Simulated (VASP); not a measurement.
# GaSb (Immm) in VASP: notebook

One crystal, GaSb, is run at these levels: PBE; tasks: single point.

All numbers are computed with VASP 6.6.1; they aren't measurements. Logs are shortened: lines on timing, memory, paths and dates and some standing lists are left out, and cuts for length are marked.

## (1) The structure

Symmetry: Immm, No. 71, orthorhombic system. Conventional cell: a = 3.112 Å, b = 5.350 Å, c = 5.787 Å, α = 90.00°, β = 90.00°, γ = 90.00°. Sb (site symmetry mmm) is surrounded by 6 Ga at 2.89 to 3.09 Å and 2 Sb at 3.11 Å. Around Ga (site symmetry mmm) lie 6 Sb at 2.89 to 3.09 Å and 2 Ga at 3.11 Å.

Measurements of this composition are mostly on another form, of space group No. 216.

## (2) Single point, PBE, spin-orbit coupling, no magnetisation

INCAR reads:

```
SYSTEM = GaSb
PREC     = Accurate       ! precision mode
ENCUT    = 350            ! plane-wave cutoff, eV
EDIFF    = 1E-7           ! SCF threshold, eV
ISMEAR   = 0              ! smearing method
SIGMA    = 0.02           ! smearing width, eV
LREAL    = .False.        ! projectors in reciprocal space
LASPH    = .True.         ! aspherical terms in the spheres
NELM     = 100            ! most SCF steps
ALGO     = Normal         ! electronic algorithm
ISIF     = 2              ! what is computed and relaxed
LWAVE    = .False.        ! write WAVECAR
LCHARG   = .False.        ! write CHGCAR
LNONCOLLINEAR= .True.         ! non-collinear magnetism
MAGMOM   = 0 0 0 0 0 0    ! initial moments
LORBIT   = 11             ! projections on sites
LSORBIT  = .True.         ! spin-orbit coupling
GGA_COMPAT= .False.      
GGA      = PE             ! functional
NBANDS   = 34             ! bands
```

KPOINTS reads:

```
Automatic mesh
0
Gamma
  7 7 7
  0 0 0
```

POSCAR reads:

```
GaSb
1.0
   -1.5559010000      2.6750030000      2.8933130000
    1.5559010000     -2.6750030000      2.8933130000
    1.5559010000      2.6750030000     -2.8933130000
Sb Ga
1 1
Direct
    0.5000000000      0.5000000000      0.0000000000
    0.0000000000      0.0000000000      0.0000000000
```

Potentials or basis: VASP PAW PBE potentials, release 64 (Sb, Ga_d).

Run with:

```sh
> cat potpaw_PBE.64/Sb/POTCAR potpaw_PBE.64/Ga_d/POTCAR > POTCAR
> mpirun -np 1 vasp_ncl > vasp.out
```

OUTCAR:

```text
SYSTEM = GaSb
   PREC = Accurate
   ENCUT = 350
   EDIFF = 1E-7
   ISMEAR = 0
   LREAL = .False.
   LASPH = .True.
   NELM = 100
   ISIF = 2
   LNONCOLLINEAR = .True.
   LORBIT = 11
   LSORBIT = .True.
   GGA = PE

 Found     64 irreducible k-points:

 Following reciprocal coordinates:
            Coordinates               Weight
  0.000000  0.000000  0.000000      1.000000
  0.142857  0.000000  0.000000      4.000000
  0.285714  0.000000 -0.000000      4.000000
  0.428571  0.000000 -0.000000      4.000000
  0.000000  0.142857 -0.000000      4.000000
  0.142857  0.142857 -0.000000      8.000000
   k-points           NKPTS =     64   k-points in BZ     NKDIM =     64   number of bands    NBANDS=     34
   number of dos      NEDOS =    301   number of ions     NIONS =      2
   total plane-waves  NPLWV =  21952
   dimension x,y,z NGX =    28 NGY =   28 NGZ =   28
   dimension x,y,z NGXF=    56 NGYF=   56 NGZF=   56
   ions per type =               1   1
   NGX,Y,Z   is equivalent  to a cutoff of  10.99, 10.99, 10.99 a.u.
   NGXF,Y,Z  is equivalent  to a cutoff of  21.98, 21.98, 21.98 a.u.
 SYSTEM =  GaSb
   PREC   = accura    normal or accurate (medium, high low for compatibility)
   ISTART =      0    job   : 0-new  1-cont  2-samecut
   ICHARG =      2    charge: 1-file 2-atom 10-const
   ISPIN  =      1    spin polarized calculation?
   LNONCOLLINEAR =      T non collinear calculations
   LSORBIT =      T    spin-orbit coupling
   LASPH  =      T    aspherical Exc in radial PAW
   ENCUT  =  350.0 eV  25.72 Ry    5.07 a.u.   6.46  6.46  6.46*2*pi/ulx,y,z
   NELM   =    100;   NELMIN=  2; NELMDL= -5     # of ELM steps
   EDIFF  = 0.1E-06   stopping-criterion for ELM
   LREAL  =      F    real-space projection
   EDIFFG = 0.1E-05   stopping-criterion for IOM
   NSW    =      0    number of steps for IOM
   IBRION =     -1    ionic relax: 0-MD 1-quasi-New 2-CG
   NFREE  =      0    steps in history (QN), initial steepest desc. (CG)
   ISIF   =      2    stress and relaxation
   ISYM   =      2    0-nonsym 1-usesym 2-fastsym
   POTIM  = 0.5000    time-step for ionic-motion
   TEBEG  =    0.0;   TEEND  =   0.0 temperature during run
   PSTRESS=    0.0 pullay stress
   NELECT =      18.0000    total number of electrons
   NUPDOWN=      -1.0000    fix difference up-down
   EMIN   =  10.00;   EMAX   =-10.00  energy-range for DOS
   EFERMI =   0.00;   METHOD = LEGACY
   ISMEAR =     0;   SIGMA  =   0.02  broadening in eV -4-tet -1-fermi 0-gaus
   EFERMI_NEDOS =   21; number of points for ismear=-14 and -15
   IALGO  =     38    algorithm
   IMIX   =      4    mixing-type and parameters
     AMIX     =   0.40;   BMIX     =  1.00
     AMIX_MAG =   1.60;   BMIX_MAG =  1.00
  volume/ion in A,a.u.               =      24.08       162.53
  Fermi-wavevector in a.u.,A,eV,Ry     =   1.179176  2.228319 18.918287  1.390455
  Thomas-Fermi vector in A             =   2.315491
   LORBIT       =     11    0 simple, 1 ext, 2 COOP (PROOUT), +10 PAW based schemes
[... 249 lines left out ...]
  energy-cutoff  :      350.00
  volume of cell :       48.17
      direct lattice vectors                 reciprocal lattice vectors
    -1.555901000  2.675003000  2.893313000     0.000000000  0.186915678  0.172812274
     1.555901000 -2.675003000  2.893313000     0.321357207  0.000000000  0.172812274
     1.555901000  2.675003000 -2.893313000     0.321357207  0.186915678  0.000000000

 POSITION                                       TOTAL-FORCE (eV/Angst)
 -----------------------------------------------------------------------------------
      0.00000      0.00000      2.89331        -0.000000      0.000000      0.000000
      0.00000      0.00000      0.00000         0.000000     -0.000000     -0.000000
 -----------------------------------------------------------------------------------
    total drift:                                0.000000     -0.000000     -0.000000

  FREE ENERGIE OF THE ION-ELECTRON SYSTEM (eV)
  ---------------------------------------------------
  free  energy   TOTEN  =        -7.1054552843 eV

  energy  without entropy=       -7.1052131294  energy(sigma->0) =       -7.10533421

 Spin-Orbit-Coupling matrix elements

 Ion:    1  E_soc:     -0.1385821
 l=   1
     0.0000000    -0.0252305    -0.0216923
    -0.0252305     0.0000000    -0.0219580
    -0.0216923    -0.0219580     0.0000000
 l=   2
     0.0000000    -0.0000178     0.0000000    -0.0000137    -0.0001554
    -0.0000178     0.0000000    -0.0000796    -0.0000137    -0.0000209
     0.0000000    -0.0000796     0.0000000    -0.0000819     0.0000000
    -0.0000137    -0.0000137    -0.0000819     0.0000000    -0.0000273
    -0.0001554    -0.0000209     0.0000000    -0.0000273     0.0000000
 l=   3
     0.0000000     0.0000000     0.0000000     0.0000000     0.0000000     0.0000000     0.0000000
     0.0000000     0.0000000     0.0000000     0.0000000     0.0000000     0.0000000     0.0000000
     0.0000000     0.0000000     0.0000000     0.0000000     0.0000000     0.0000000     0.0000000
     0.0000000     0.0000000     0.0000000     0.0000000     0.0000000     0.0000000     0.0000000
     0.0000000     0.0000000     0.0000000     0.0000000     0.0000000     0.0000000     0.0000000
     0.0000000     0.0000000     0.0000000     0.0000000     0.0000000     0.0000000     0.0000000
     0.0000000     0.0000000     0.0000000     0.0000000     0.0000000     0.0000000     0.0000000

 Ion:    2  E_soc:     -0.0111974
 l=   1
     0.0000000    -0.0011215    -0.0009782
    -0.0011215     0.0000000    -0.0011072
    -0.0009782    -0.0011072     0.0000000
 l=   2
     0.0000000    -0.0001585     0.0000000    -0.0001586    -0.0006590
    -0.0001585     0.0000000    -0.0004503    -0.0001687    -0.0001598
     0.0000000    -0.0004503     0.0000000    -0.0004697     0.0000000
    -0.0001586    -0.0001687    -0.0004697     0.0000000    -0.0001672
    -0.0006590    -0.0001598     0.0000000    -0.0001672     0.0000000
 l=   3
     0.0000000     0.0000000     0.0000000     0.0000000     0.0000000     0.0000000     0.0000000
     0.0000000     0.0000000     0.0000000     0.0000000     0.0000000     0.0000000     0.0000000
     0.0000000     0.0000000     0.0000000     0.0000000     0.0000000     0.0000000     0.0000000
     0.0000000     0.0000000     0.0000000     0.0000000     0.0000000     0.0000000     0.0000000
     0.0000000     0.0000000     0.0000000     0.0000000     0.0000000     0.0000000     0.0000000
     0.0000000     0.0000000     0.0000000     0.0000000     0.0000000     0.0000000     0.0000000
     0.0000000     0.0000000     0.0000000     0.0000000     0.0000000     0.0000000     0.0000000

 total charge

# of ion       s       p       d       tot
------------------------------------------
    1        1.199   1.160   0.036   2.394
    2        1.016   0.516   9.952  11.484
--------------------------------------------------
tot          2.215   1.676   9.987  13.878

 magnetization (x)

# of ion       s       p       d       tot
------------------------------------------
    1       -0.000   0.000   0.000  -0.000
    2       -0.000   0.000   0.000   0.000
--------------------------------------------------
tot         -0.000   0.000   0.000  -0.000

 magnetization (y)

# of ion       s       p       d       tot
------------------------------------------
    1        0.000   0.000  -0.000   0.000
    2        0.000  -0.000   0.000  -0.000
--------------------------------------------------
tot          0.000  -0.000  -0.000  -0.000

 magnetization (z)

# of ion       s       p       d       tot
------------------------------------------
    1        0.000   0.000   0.000   0.000
    2        0.000   0.000  -0.000   0.000
--------------------------------------------------
tot          0.000   0.000  -0.000   0.000
```

stdout:

```text
POSCAR found type information on POSCAR SbGa
 POSCAR found :  2 types and       2 ions
 scaLAPACK will be used
 LDA part: xc-table for (Slater+PW92), standard interpolation
 POSCAR, INCAR and KPOINTS ok, starting setup
 FFT: planning ... GRIDC
 FFT: planning ... GRID_SOFT
 FFT: planning ... GRID
 WAVECAR not read
 entering main loop
```

It took 3.9 min on 1 thread of Intel Xeon Platinum 8375C at 2.90GHz (Ice Lake), shared host; peak memory 0.29 GiB.

The run converged, but some of its settings lie outside the range that counts as converged, so its numbers aren't taken as properties of the crystal.

Results:

* Free energy: -7.1055 eV
* Pressure: -0.2 GPa
* Valence electrons inside the program's atomic spheres: Sb 2.39; Ga 11.48

Caveat: the cutoff is under 1.25 times the usual one of these potentials, so pressure, stress and relaxed cells hold a basis-set (Pulay) error.

## (3) Single point, PBE, spin-orbit coupling, no magnetisation

INCAR, as its differences from that of step 2:

```diff
@@ -3,3 +3,3 @@
 ENCUT    = 350            ! plane-wave cutoff, eV
-EDIFF    = 1E-7           ! SCF threshold, eV
+EDIFF    = 1E-4           ! SCF threshold, eV
 ISMEAR   = 0              ! smearing method
```

KPOINTS is that of step 2.

POSCAR is that of step 2.

Potentials or basis: VASP PAW PBE potentials, release 64 (Sb, Ga_d).

Run with:

```sh
> cat potpaw_PBE.64/Sb/POTCAR potpaw_PBE.64/Ga_d/POTCAR > POTCAR
> mpirun -np 1 vasp_ncl > vasp.out
```

OUTCAR:

```text
SYSTEM = GaSb
   PREC = Accurate
   ENCUT = 350
   EDIFF = 1E-4
   ISMEAR = 0
   LREAL = .False.
   LASPH = .True.
   NELM = 100
   ISIF = 2
   LNONCOLLINEAR = .True.
   LORBIT = 11
   LSORBIT = .True.
   GGA = PE

 Found     64 irreducible k-points:

 Following reciprocal coordinates:
            Coordinates               Weight
  0.000000  0.000000  0.000000      1.000000
  0.142857  0.000000  0.000000      4.000000
  0.285714  0.000000 -0.000000      4.000000
  0.428571  0.000000 -0.000000      4.000000
  0.000000  0.142857 -0.000000      4.000000
  0.142857  0.142857 -0.000000      8.000000
   k-points           NKPTS =     64   k-points in BZ     NKDIM =     64   number of bands    NBANDS=     34
   number of dos      NEDOS =    301   number of ions     NIONS =      2
   total plane-waves  NPLWV =  21952
   dimension x,y,z NGX =    28 NGY =   28 NGZ =   28
   dimension x,y,z NGXF=    56 NGYF=   56 NGZF=   56
   ions per type =               1   1
   NGX,Y,Z   is equivalent  to a cutoff of  10.99, 10.99, 10.99 a.u.
   NGXF,Y,Z  is equivalent  to a cutoff of  21.98, 21.98, 21.98 a.u.
 SYSTEM =  GaSb
   PREC   = accura    normal or accurate (medium, high low for compatibility)
   ISTART =      0    job   : 0-new  1-cont  2-samecut
   ICHARG =      2    charge: 1-file 2-atom 10-const
   ISPIN  =      1    spin polarized calculation?
   LNONCOLLINEAR =      T non collinear calculations
   LSORBIT =      T    spin-orbit coupling
   LASPH  =      T    aspherical Exc in radial PAW
   ENCUT  =  350.0 eV  25.72 Ry    5.07 a.u.   6.46  6.46  6.46*2*pi/ulx,y,z
   NELM   =    100;   NELMIN=  2; NELMDL= -5     # of ELM steps
   EDIFF  = 0.1E-03   stopping-criterion for ELM
   LREAL  =      F    real-space projection
   EDIFFG = 0.1E-02   stopping-criterion for IOM
   NSW    =      0    number of steps for IOM
   IBRION =     -1    ionic relax: 0-MD 1-quasi-New 2-CG
   NFREE  =      0    steps in history (QN), initial steepest desc. (CG)
   ISIF   =      2    stress and relaxation
   ISYM   =      2    0-nonsym 1-usesym 2-fastsym
   POTIM  = 0.5000    time-step for ionic-motion
   TEBEG  =    0.0;   TEEND  =   0.0 temperature during run
   PSTRESS=    0.0 pullay stress
   NELECT =      18.0000    total number of electrons
   NUPDOWN=      -1.0000    fix difference up-down
   EMIN   =  10.00;   EMAX   =-10.00  energy-range for DOS
   EFERMI =   0.00;   METHOD = LEGACY
[... 271 lines left out ...]
    total drift:                                0.000000     -0.000000     -0.000000

  FREE ENERGIE OF THE ION-ELECTRON SYSTEM (eV)
  ---------------------------------------------------
  free  energy   TOTEN  =        -7.1054237000 eV

  energy  without entropy=       -7.1051608026  energy(sigma->0) =       -7.10529225

 Spin-Orbit-Coupling matrix elements

 Ion:    1  E_soc:     -0.1383620
 l=   1
     0.0000000    -0.0251884    -0.0216517
    -0.0251884     0.0000000    -0.0219313
    -0.0216517    -0.0219313     0.0000000
 l=   2
     0.0000000    -0.0000177     0.0000000    -0.0000138    -0.0001550
    -0.0000177     0.0000000    -0.0000795    -0.0000138    -0.0000209
     0.0000000    -0.0000795     0.0000000    -0.0000815     0.0000000
    -0.0000138    -0.0000138    -0.0000815     0.0000000    -0.0000273
    -0.0001550    -0.0000209     0.0000000    -0.0000273     0.0000000
 l=   3
     0.0000000     0.0000000     0.0000000     0.0000000     0.0000000     0.0000000     0.0000000
     0.0000000     0.0000000     0.0000000     0.0000000     0.0000000     0.0000000     0.0000000
     0.0000000     0.0000000     0.0000000     0.0000000     0.0000000     0.0000000     0.0000000
     0.0000000     0.0000000     0.0000000     0.0000000     0.0000000     0.0000000     0.0000000
     0.0000000     0.0000000     0.0000000     0.0000000     0.0000000     0.0000000     0.0000000
     0.0000000     0.0000000     0.0000000     0.0000000     0.0000000     0.0000000     0.0000000
     0.0000000     0.0000000     0.0000000     0.0000000     0.0000000     0.0000000     0.0000000

 Ion:    2  E_soc:     -0.0112064
 l=   1
     0.0000000    -0.0011224    -0.0009813
    -0.0011224     0.0000000    -0.0011112
    -0.0009813    -0.0011112     0.0000000
 l=   2
     0.0000000    -0.0001570     0.0000000    -0.0001564    -0.0006577
    -0.0001570     0.0000000    -0.0004480    -0.0001710    -0.0001584
     0.0000000    -0.0004480     0.0000000    -0.0004736     0.0000000
    -0.0001564    -0.0001710    -0.0004736     0.0000000    -0.0001662
    -0.0006577    -0.0001584     0.0000000    -0.0001662     0.0000000
 l=   3
     0.0000000     0.0000000     0.0000000     0.0000000     0.0000000     0.0000000     0.0000000
     0.0000000     0.0000000     0.0000000     0.0000000     0.0000000     0.0000000     0.0000000
     0.0000000     0.0000000     0.0000000     0.0000000     0.0000000     0.0000000     0.0000000
     0.0000000     0.0000000     0.0000000     0.0000000     0.0000000     0.0000000     0.0000000
     0.0000000     0.0000000     0.0000000     0.0000000     0.0000000     0.0000000     0.0000000
     0.0000000     0.0000000     0.0000000     0.0000000     0.0000000     0.0000000     0.0000000
     0.0000000     0.0000000     0.0000000     0.0000000     0.0000000     0.0000000     0.0000000

 total charge

# of ion       s       p       d       tot
------------------------------------------
    1        1.198   1.158   0.035   2.392
    2        1.017   0.517   9.952  11.486
--------------------------------------------------
tot          2.216   1.675   9.987  13.878

 magnetization (x)

# of ion       s       p       d       tot
------------------------------------------
    1        0.000   0.000   0.000   0.000
    2       -0.000   0.000   0.000   0.000
--------------------------------------------------
tot         -0.000   0.000   0.000   0.000

 magnetization (y)

# of ion       s       p       d       tot
------------------------------------------
    1        0.000   0.000   0.000   0.000
    2        0.000   0.000   0.000   0.000
--------------------------------------------------
tot          0.000   0.000   0.000   0.000

 magnetization (z)

# of ion       s       p       d       tot
------------------------------------------
    1       -0.000  -0.000   0.000  -0.000
    2        0.000   0.000   0.000   0.000
--------------------------------------------------
tot          0.000  -0.000   0.000  -0.000
```

Wall time 2.8 min (1 thread of Intel Xeon Platinum 8375C at 2.90GHz (Ice Lake), shared host); peak memory 0.29 GiB.

These settings aren't checked as converged: the numbers below hold their error.

What came out:

```
Free energy                                           : -7.1054 eV
Pressure                                              : 2.6 GPa
Valence electrons inside the program's atomic spheres : Sb 2.39; Ga 11.49
```

Caveat: the cutoff is under 1.25 times the usual one of these potentials, so pressure, stress and relaxed cells hold a basis-set (Pulay) error.

(Part 1 of 2 ends here.)
